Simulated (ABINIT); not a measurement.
CdF2:

```xyz
3
Lattice="0.0000 2.6940 2.6940 2.6940 0.0000 2.6940 2.6940 2.6940 0.0000" Properties=species:S:1:pos:R:3 pbc="T T T"
Cd    0.0000    0.0000    0.0000
F     4.0410    4.0410    4.0410
F     1.3470    1.3470    1.3470
```

Program: ABINIT 10.8.3 (patched build). Alike in all runs: task single point; potentials or basis JTH PAW PBE v2.0; no spin polarisation; cell as given; k mesh 9 × 9 × 9; cutoff (eV) 762; smearing fermi-dirac 0.05 eV.

Task: Order these runs on this cell by their pressure, lowest first.
A. level LDA
B. level r2SCAN
C. level BLYP
D. level PW91
E. level RPBE

Result: A (-6.7 GPa), B (-1.2 GPa), D (3.4 GPa), C (7.4 GPa), E (9.0 GPa).

Caveats: the PAW data sets were made with another functional, which shifts forces and pressure a little.

Runs at the PBE level aren't shown here.
